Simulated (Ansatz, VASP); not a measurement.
This is a calculation of MgB2 for Ansatz 0.2.0.

The input input.yaml:

```yaml
crystal:
  lattice:
    - [3.085, 0.0, 0.0]
    - [-1.5425, 2.6716883707, 0.0]
    - [0.0, 0.0, 3.523]
  atoms:
    - { symbol: Mg, position: [0.0, 0.0, 0.0] }
    - { symbol: B, position: [0.6666666667, 0.3333333333, 0.5] }
    - { symbol: B, position: [0.3333333333, 0.6666666667, 0.5] }
hamiltonian:
  xc: revpbe
  pseudopotentials: { kind: paw }
kpoints:
  mp_grid: { grid: [10, 10, 8] }
scf:
  occupations: { method: fermi_dirac, width: 0.05 }
output:
  forces: true
  stress: true
  eigenvalues: true
relax:
  f_tol: 0.01
  max_steps: 40
  cell: { stress_tol: 0.05 }
```

Potentials or basis: Ansatz PAW.

Run with:

```console
$ ansatz run input.yaml --threads 2 --pin off --max-ram 5632MiB --backend cpu --events-out ev --progress --plain --runs-dir out
```

Problem. Set up the same calculation for VASP 6.6.1. Potentials there: VASP PAW PBE potentials, release 64 (Mg, B).

Solution. As run (the cutoff follows the program's own potentials):

The input INCAR:

```
ALGO = Normal
EDIFF = 1E-7
EDIFFG = -0.01
ENCUT = 600
GGA = RE
IBRION = 2
ISIF = 3
ISMEAR = -1
LASPH = T
LCHARG = F
LREAL = F
LWAVE = F
NELM = 100
NSW = 60
PREC = Accurate
SIGMA = 0.05
```

File KPOINTS:

```
k-points
0
Gamma
  10 10 8
```

POSCAR

```
MgB2
1.0
    3.0850000000      0.0000000000      0.0000000000
   -1.5425000000      2.6716883707      0.0000000000
    0.0000000000      0.0000000000      3.5230000000
Mg B
1 2
Direct
    0.0000000000      0.0000000000      0.0000000000
    0.6666666667      0.3333333333      0.5000000000
    0.3333333333      0.6666666667      0.5000000000
```

Potentials or basis: VASP PAW PBE potentials, release 64 (Mg, B).

Command:

```bash
$ cat potpaw_PBE.64/Mg/POTCAR potpaw_PBE.64/B/POTCAR > POTCAR
$ mpirun -np 1 vasp_std > vasp.out
```

Both were run:

|  | VASP | Ansatz | Ansatz less VASP |
| --- | --- | --- | --- |
| gap on the k mesh at the Fermi level, each at its own relaxed structure (eV) | none | none | - |
| relaxed volume (Å³/atom) | 9.77 | 9.80 | +0.028 |
| relaxed cell length with the largest relative difference (Å) | 3.533 | 3.541 | +0.0077 |

A gap of «none» marks a metal or a gap that the smearing closes. The two sets of potentials don't hold the same shells in valence.

Caveats: the PAW data sets were made with another functional, which shifts forces and pressure a little (VASP); the plane-wave basis is chosen anew once the cell has moved, so the energies of steps on either side of that aren't comparable (Ansatz); the PAW data sets come from PBE, with cores solved anew for the run's functional, which leaves a small shift of forces and pressure (Ansatz). Zero-point motion and thermal expansion aren't in these numbers. revPBE gives volumes clearly too large for solids.
